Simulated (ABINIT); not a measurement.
# Cr (Im-3m) in ABINIT: optical spectrum with PBEsol

Aim: the optical spectrum of Cr with PBEsol.

Program: ABINIT 10.8.3 (patched build). These are calculated values, not measurements. Logs are shortened: lines on timing, memory, paths and dates and some standing lists are left out, and cuts for length are marked. The log counts tension as positive stress, the text compression.

### Step 1. The undisturbed crystal

It takes space group Im-3m (No. 229, cubic). The conventional cell has a = 2.969 Å, b = 2.969 Å, c = 2.969 Å, α = 90.00°, β = 90.00°, γ = 90.00°. Cr (site symmetry m-3m) has 8 Cr at 2.57 Å as nearest neighbours.

### Step 2. Optical spectrum, PBEsol, collinear spin, ferromagnetic start (cell relaxed at zero pressure by an earlier run)

Input file run.abi:

```
ndtset 3

pp_dirpath "./"
pseudos "Cr.upf"

acell 2.4384789704 2.4384789704 2.4384789704 Angstrom
rprim
    -0.5773502692     0.5773502692     0.5773502692
     0.5773502692    -0.5773502692     0.5773502692
     0.5773502692     0.5773502692    -0.5773502692
ntypat 1
znucl 24
natom 1
typat 1
chkprim 0
chksymtnons 0
tolsym 1.0e-6
xred
            0.0            0.0            0.0

ecut 47.0
ecutsm 0.5

ngkpt 16 16 16
nshiftk 2
shiftk
     0.2500000000     0.2500000000     0.2500000000
    -0.2500000000    -0.2500000000    -0.2500000000
istwfk *1

ixc -116133

occopt 4
tsmear 0.2 eV

nsppol 2
spinat
     0.0000000000     0.0000000000     3.0000000000

nstep 80

iomode 3
prteig 0
prtebands 0

nband1 12
tolvrs1 1.0e-12
prtden1 1
prtwf1 0
kptopt1 1

iscf2 -3
getden2 1
nband2 23
nbdbuf2 4
tolwfr2 1.0e-12
nstep2 120
prtden2 0
kptopt2 1

optdriver3 8
wfk_task3 "wfk_optics_fullbz"
getwfk3 2
nband3 19
kptopt3 1
prtevk3 1
inclvkb3 2
```

Input file optic.abi:

```
&FILES
 ddkfile_1 = 'runo_DS3_1_EVK.nc',
 ddkfile_2 = 'runo_DS3_2_EVK.nc',
 ddkfile_3 = 'runo_DS3_3_EVK.nc',
 wfkfile = 'runo_DS3_WFK.nc'
/
&PARAMETERS
 broadening = 0.007350,
 domega = 0.002,
 maxomega = 0.8,
 scissor = 0.000000,
 tolerance = 0.002
/
&COMPUTATIONS
 num_lin_comp = 1,
 lin_comp = 11,
 num_nonlin_comp = 0
/
```

Potentials or basis: PseudoDojo NC SR PBEsol v0.4.1 standard.

Run with:

```console
$ mpirun --bind-to none -np 4 abinit run.abi > log 2>&1
$ optic optic.abi > optic.log 2>&1
```

run.abo:

```text
.Version 10.8.3 of ABINIT
 DATASET    1 : space group Im -3 m (#229); Bravais cI (body-center cubic)
================================================================================
 Values of the parameters that define the memory need for DATASET  1.
     intxc =       0    ionmov =       0      iscf =       7    lmnmax =       6
     lnmax =       6     mgfft =      30  mpssoang =       3    mqgrid =    3001
     natom =       1  nloc_mem =       1    nspden =       2   nspinor =       1
    nsppol =       2      nsym =      48    n1xccc =    2501    ntypat =       1
    occopt =       4   xclevel =       2
       mpw =        1177          nfft =       27000          nkpt =         240
================================================================================
================================================================================
[... 13 lines left out ...]
 DATASET    3 : space group Im -3 m (#229); Bravais cI (body-center cubic)
================================================================================
 Values of the parameters that define the memory need for DATASET  3.
     intxc =       0    ionmov =       0      iscf =       7    lmnmax =       6
     lnmax =       6     mgfft =      30  mpssoang =       3    mqgrid =    3001
     natom =       1  nloc_mem =       1    nspden =       2   nspinor =       1
    nsppol =       2      nsym =      48    n1xccc =    2501    ntypat =       1
    occopt =       4   xclevel =       2
       mpw =        1177          nfft =       27000          nkpt =         240
================================================================================
================================================================================

--------------------------------------------------------------------------------
------------- Echo of variables that govern the present computation ------------
--------------------------------------------------------------------------------
 -outvars: echo values of preprocessed input variables --------
            acell      4.6080574178E+00  4.6080574178E+00  4.6080574178E+00 Bohr
              amu      5.19961000E+01
          chkprim           0
      chksymtnons           0
             ecut      4.70000000E+01 Hartree
           ecutsm      5.00000000E-01 Hartree
           getden1          0
           getden2          1
           getden3          0
           getwfk1          0
           getwfk2          0
           getwfk3          2
             iscf1          7
             iscf2         -3
             iscf3          7
              ixc     -116133
           jdtset        1    2    3
                       outvar_i_n : Printing only first  50 k-points.
         kptrlatt       16    0   16      0   16   16    -16  -16    0
          kptrlen      8.51348221E+01
            natom           1
            nband1         12
            nband2         23
            nband3         19
           nbdbuf1          0
           nbdbuf2          4
           nbdbuf3          0
           ndtset           3
            ngfft          30      30      30
             nkpt         240
           nspden           2
           nsppol           2
            nstep1         80
            nstep2        120
            nstep3         80
             nsym          48
           ntypat           1
                       prtocc : prtvol=0, do not print more k-points.
                       1.000000  1.000000  1.000000  1.000000  1.000000  1.000000
                       1.000000  0.000000  0.000000  0.000000  0.000000  0.000000
                       1.000000  1.000000  1.000000  1.000000  1.000000  1.000000
                       1.000000  0.000000  0.000000  0.000000  0.000000  0.000000
                       1.000000  1.000000  1.000000  1.000000  1.000000  1.000000
                       1.000000  0.000000  0.000000  0.000000  0.000000  0.000000
[... 484 lines left out ...]
                       0.000000  0.000000  0.000000  0.000000  0.000000  0.000000
                       0.000000
                       1.000000  1.000000  1.000000  1.000000  1.000000  1.000000
                       1.000000  0.000000  0.000000  0.000000  0.000000  0.000000
                       0.000000  0.000000  0.000000  0.000000  0.000000  0.000000
                       0.000000
                       1.000000  1.000000  1.000000  1.000000  1.000000  1.000000
                       1.000000  0.000000  0.000000  0.000000  0.000000  0.000000
                       0.000000  0.000000  0.000000  0.000000  0.000000  0.000000
                       0.000000
                       1.000000  1.000000  1.000000  1.000000  1.000000  1.000000
                       1.000000  0.000000  0.000000  0.000000  0.000000  0.000000
                       0.000000  0.000000  0.000000  0.000000  0.000000  0.000000
                       0.000000
[... 263 lines left out ...]
 prteigrs : prtvol=0 or 1, do not print more k-points.

--- !ResultsGS
iteration_state: {dtset: 2, }
comment   : Summary of ground state results
lattice_vectors:
- [ -2.6604632,   2.6604632,   2.6604632, ]
- [  2.6604632,  -2.6604632,   2.6604632, ]
- [  2.6604632,   2.6604632,  -2.6604632, ]
lattice_lengths: [   4.60806,    4.60806,    4.60806, ]
lattice_angles: [109.471, 109.471, 109.471, ] # degrees, (23, 13, 12)
lattice_volume:   7.5323719E+01
convergence: {deltae:  0.000E+00, res2:  0.000E+00, residm:  9.990E-13, diffor:  0.000E+00, }
etotal    :  -8.89026645E+01
entropy   :   0.00000000E+00
fermie    :   5.18496442E-01
cartesian_stress_tensor: null
pressure_GPa: null
xred      :
- [  0.0000E+00,   0.0000E+00,   0.0000E+00, Cr]
cartesian_forces: null
force_length_stats: {min: null, max: null, mean: null, }
...

 Integrated electronic and magnetization densities in atomic spheres:
 ------------------------------------------------------------------------------------------------------------
 Radius=ratsph(iatom), smearing ratsm=  0.0000. Diff(up-dn)=approximate z local magnetic moment.
    Atom    Radius    up_density   dn_density  Total(up+dn)  Diff(up-dn)
    1 Cr   2.00000     5.950878     5.950878     11.901757    -0.000000
 ------------------------------------------------------------------------------------------------------------
  Sum:                 5.950878     5.950878     11.901757    -0.000000
 Total magnetization (from the atomic spheres):               -0.000000
 Total magnetization (exact up - dn):                         -0.000000

================================================================================

 ----iterations are completed or convergence reached----

 Mean square residual over all n,k,spin=   36.187E-14; max=  99.898E-14
 reduced coordinates (array xred) for    1 atoms
       0.000000000000      0.000000000000      0.000000000000

 cartesian coordinates (angstrom) at end:
    1      0.00000000000000     0.00000000000000     0.00000000000000
 length scales=  4.608057417842  4.608057417842  4.608057417842 bohr
              =  2.438478970400  2.438478970400  2.438478970400 angstroms
 Eigenvalues (hartree) for nkpt= 240  k points, SPIN UP:
 kpt#   1, nband= 23, wtk=  0.00098, kpt= -0.0156 -0.0156  0.0469 (reduced coord)
  -2.11758   -1.04621   -1.04564   -1.04564    0.22312    0.48258    0.48258    0.48531
   0.56115    0.56115    1.34425    1.34425    1.34970    1.61857    1.61857    1.73440
   1.76053    1.76053    1.85752    1.85752    1.86313    2.42366    2.78835
      occupation numbers for kpt#   1
   1.00000    1.00000    1.00000    1.00000    1.00000    1.00000    1.00000    1.00000
   0.00000    0.00000    0.00000    0.00000    0.00000    0.00000    0.00000    0.00000
   0.00000    0.00000    0.00000    0.00000    0.00000    0.00000    0.00000
 prteigrs : prtvol=0 or 1, do not print more k-points.

 Eigenvalues (hartree) for nkpt= 240  k points, SPIN DOWN:
 kpt#   1, nband= 23, wtk=  0.00098, kpt= -0.0156 -0.0156  0.0469 (reduced coord)
  -2.11758   -1.04621   -1.04564   -1.04564    0.22312    0.48258    0.48258    0.48531
   0.56115    0.56115    1.34425    1.34425    1.34970    1.61857    1.61857    1.73440
   1.76053    1.76053    1.85752    1.85752    1.86313    2.42366    2.78835
      occupation numbers for kpt#   1
   1.00000    1.00000    1.00000    1.00000    1.00000    1.00000    1.00000    1.00000
   0.00000    0.00000    0.00000    0.00000    0.00000    0.00000    0.00000    0.00000
   0.00000    0.00000    0.00000    0.00000    0.00000    0.00000    0.00000
 prteigrs : prtvol=0 or 1, do not print more k-points.

--- !EnergyTerms
iteration_state     : {dtset: 2, }
comment             : Components of total free energy in Hartree
kinetic             :  3.83002050896445E+01
hartree             :  1.73289893207468E+01
xc                  : -1.30731059547758E+01
Ewald energy        : -6.70268394054954E+01
psp_core            :  3.20670050931909E+00
local_psp           : -6.12666204867131E+01
non_local_psp       : -6.37195934135558E+00
internal            : -8.89026302686295E+01
'-kT*entropy'       : -3.40426154289055E-05
total_energy        : -8.89026643112449E+01
...

--- !EnergyTermsDC
iteration_state     : {dtset: 2, }
comment             : '"Double-counting" decomposition of free energy'
band_energy         : -8.05505140793959E+00
Ewald energy        : -6.70268394054954E+01
psp_core            :  3.20670050931909E+00
xc_dc               : -1.70274401069776E+01
internal            : -8.89026304110935E+01
'-kT*entropy'       : -3.40426154289055E-05
total_energy_dc     : -8.89026644537089E+01
...

================================================================================
== DATASET  3 ==================================================================

--- !DatasetInfo
iteration_state: {dtset: 3, }
dimensions: {natom: 1, nkpt: 240, mband: 19, nsppol: 2, nspinor: 1, nspden: 2, mpw: 1177, }
cutoff_energies: {ecut:  47.0, pawecutdg:  -1.0, }
electrons: {nelect:   1.40000000E+01, charge:   0.00000000E+00, occopt:   4.00000000E+00, tsmear:   7.34986444E-03, }
meta: {optdriver: 8, wfk_task: 7, }
...

 mkfilename : getwfk/=0, take file _WFK from output of DATASET   2.

--------------------------------------------------------------------------------

 Computation of velocity matrix elements (DDK)

 Parameters extracted from the Abinit header:
    ecut:     47.0
    nkpt:    8192
    mband:   23
    nsppol:  2
    nspinor: 1
    useylm:  0
    inclvkb: 2
    bmin: 1, bmax: 23
    Computing diagonal and off-diagonal matrix elements
    Between band index bmin: 1, bmax: 23

== END DATASET(S) ==============================================================
================================================================================

 -outvars: echo values of variables after computation  --------
            acell      4.6080574178E+00  4.6080574178E+00  4.6080574178E+00 Bohr
           etotal1    -8.8902664454E+01
           etotal2    -8.8902664454E+01
           etotal3     0.0000000000E+00
            fcart1    -0.0000000000E+00 -0.0000000000E+00 -0.0000000000E+00
            fcart3     0.0000000000E+00  0.0000000000E+00  0.0000000000E+00
            rprim     -5.7735026920E-01  5.7735026920E-01  5.7735026920E-01
                       5.7735026920E-01 -5.7735026920E-01  5.7735026920E-01
                       5.7735026920E-01  5.7735026920E-01 -5.7735026920E-01
           strten1     7.5640732972E-07  7.5640732971E-07  7.5640732972E-07
                       0.0000000000E+00  0.0000000000E+00  0.0000000000E+00
           strten3     0.0000000000E+00  0.0000000000E+00  0.0000000000E+00
                       0.0000000000E+00  0.0000000000E+00  0.0000000000E+00
 Calculation completed.
```

Wall time 2.7 min (4 MPI ranks of Arm Neoverse V2, shared host); peak memory 13 GiB.

What came out:

| Property | Result |
| --- | --- |
| Free energy | -2419.1647 eV |
| Pressure | 0.0 GPa |
| Net moment | 0.00 μB per cell |

Dielectric function (mean over the directions given):
| energy (eV) | real part | imaginary part |
| --- | --- | --- |
| 0.33 | 53.69 | 9.84 |
| 0.98 | 45.24 | 29.27 |
| 1.63 | 27.30 | 36.59 |
| 2.29 | 11.48 | 36.74 |
| 2.94 | 4.18 | 34.22 |
| 3.70 | -10.56 | 26.35 |
| 4.35 | -12.29 | 16.26 |
| 5.01 | -10.45 | 8.51 |
| 5.66 | -6.92 | 5.15 |
| 6.31 | -4.00 | 3.94 |
| 7.08 | -4.72 | 4.79 |
| 7.73 | -3.80 | 2.88 |
| 8.38 | -2.73 | 2.00 |
| 9.03 | -1.99 | 1.42 |
| 9.69 | -0.91 | 1.04 |
| 10.45 | 0.08 | 1.35 |
| 11.10 | 0.15 | 1.61 |
| 11.76 | 0.37 | 2.19 |
| 12.41 | 0.06 | 1.64 |
| 13.06 | 0.20 | 1.47 |
| 13.82 | 0.69 | 1.75 |
| 14.48 | 0.47 | 2.00 |
| 15.13 | 0.15 | 1.77 |
| 15.78 | 0.11 | 1.80 |
| 16.44 | 0.17 | 1.80 |
| 17.20 | 0.38 | 1.54 |
| 17.85 | 0.39 | 1.42 |
| 18.50 | 0.43 | 1.58 |
| 19.16 | 0.45 | 1.67 |
| 19.92 | -0.05 | 1.86 |

Caveat: the intraband (Drude) term is left out; the starting moments collapsed, and a magnetic state may lie lower; spectra need much finer meshes, so this one isn't converged; independent-particle spectra lack excitons.
